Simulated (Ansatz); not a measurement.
# BaTiO3: band structure with r2SCAN+U

Crystal: BaTiO3.

```xyz
5
Lattice="2.8274 1.6324 2.3184 -2.8274 1.6324 2.3184 0.0000 -3.2648 2.3184" Properties=species:S:1:pos:R:3 pbc="T T T"
Ba    0.0000    0.0000    0.0000
Ti    0.0000    0.0000    3.3698
O     1.3885   -0.8017    2.3988
O    -1.3885   -0.8017    2.3988
O     0.0000    1.6033    2.3988
```

```yaml
Program: Ansatz 0.2.0
Task: band structure
Functional: r2SCAN
Potentials_or_basis: Ansatz PAW
Cutoff: "500 eV (not typed: the program's choice for these potentials)"
k_mesh: 7 × 7 × 7
Occupations: fermi-dirac, width 0.05 eV
Spin: no spin polarisation
Hubbard_terms: Ti d U = 1 eV
Path: "[[\"G\", \"L\", \"B1\"], [\"B\", \"Z\", \"G\", \"X\"], [\"Q\", \"F\", \"P1\", \"Z\"], [\"L\", \"P\"]]"
Points_for_each_segment_of_the_path: 14
Hubbard_projectors: ortho-atomic (the default)
Double_counting: fll (the default)
```

```
Pressure                : 2.3 GPa
Largest force           : 0.210 eV/Å
Band gap on the k mesh  : 2.96 eV, indirect (least direct gap 3.27 eV)
Band gap along the path : 2.90 eV, indirect (least direct gap 3.24 eV)
```

Forces in eV/Å, atoms in the order of the input:
```
Ba   0.000  0.000 -0.139
Ti   0.000  0.000  0.210
O    0.072 -0.041 -0.024
O   -0.072 -0.041 -0.024
O    0.000  0.083 -0.024
```

Stress tensor (GPa, compression positive):
```
2.28 0.00 0.00
0.00 2.28 0.00
0.00 0.00 2.19
```

Levels at the corners of the path, in eV from the valence-band top:
```tsv
point	band 18	band 19	band 20	band 21	band 22	band 23
Γ	-0.47	-0.37	-0.37	2.90	2.90	3.03
L	-1.58	-0.94	-0.84	3.04	4.24	4.33
B1	-0.01	-0.01	0.00	4.77	4.92	4.92
B	-0.01	-0.01	0.00	4.77	4.92	4.92
Z	-0.01	-0.01	0.00	4.77	4.92	4.92
Γ	-0.47	-0.37	-0.37	2.90	2.90	3.03
X	-0.88	-0.83	-0.05	4.32	4.32	4.66
Q	-0.88	-0.83	-0.05	4.32	4.32	4.66
F	-0.88	-0.83	-0.05	4.32	4.32	4.66
P1	-0.01	-0.01	0.00	4.77	4.92	4.92
Z	-0.01	-0.01	0.00	4.77	4.92	4.92
L	-1.58	-0.94	-0.84	3.04	4.24	4.33
P	-0.01	-0.01	0.00	4.77	4.92	4.92
```

Eigenvalues of the final occupation matrices:
```
  site  spin  trace               eigenvalues
site 1     1   1.14  0.19 0.19 0.19 0.28 0.28
```

It took 18 s on 2 threads of AMD EPYC 7R43 64-Core Processor (Zen 3), with other jobs on the host, peak memory 0.68 GiB.

Caveat: the k mesh misses the band edges, so the gap on the mesh is wider than the one along the path; spin-orbit coupling is left out, which moves the levels of the heavy elements; the PAW data sets come from PBE, with cores solved anew for the run's functional, which leaves a small shift of forces and pressure.
